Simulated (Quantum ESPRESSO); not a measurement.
**Pb under changes of volume**

One of the cells (30.323 Å³/atom); the others are scaled copies at fixed shape and fractional positions:

```
CELL_PARAMETERS angstrom
0.00000 2.47502 2.47502
2.47502 0.00000 2.47502
2.47502 2.47502 0.00000
ATOMIC_POSITIONS crystal
Pb 0.00000 0.00000 0.00000
```

```yaml
Program: Quantum ESPRESSO 7.5
Functional: r2SCAN
Potentials_or_basis: SG15 PBE 1.2
Cutoff: 762 eV
Density_cutoff: 3048 eV
k_mesh: 7 × 7 × 7
Occupations: fermi-dirac, width 0.05 eV
Spin: no spin polarisation
```

```tsv
volume (Å³/atom)	energy over the lowest point (meV/atom)	pressure (GPa)
28.503	?	?
29.110	8.96	2.3
29.716	2.43	1.1
30.323	0.00	0.1
30.929	1.26	-0.8
31.535	5.84	-1.6
32.142	13.40	-2.4
```

**Question.** What does the run at 28.503 Å³/atom give?

**Answer.** Energy over the lowest point 20.02 meV/atom; pressure 3.5 GPa.

Worked out: A Birch-Murnaghan fit of order 3 (a polynomial in V^(-2/3)) to the other rows has its minimum at 30.41 Å³/atom with B0 = V·E''(V) = 48 GPa and B' = 4.4. It gives 20.09 meV/atom at 28.503 Å³/atom, against the run's 20.02, and -dE/dV = 3.6 GPa, against 3.5.

Energies are extrapolated to zero smearing.

Caveats: the potentials were made for another functional, which shifts forces and pressure.
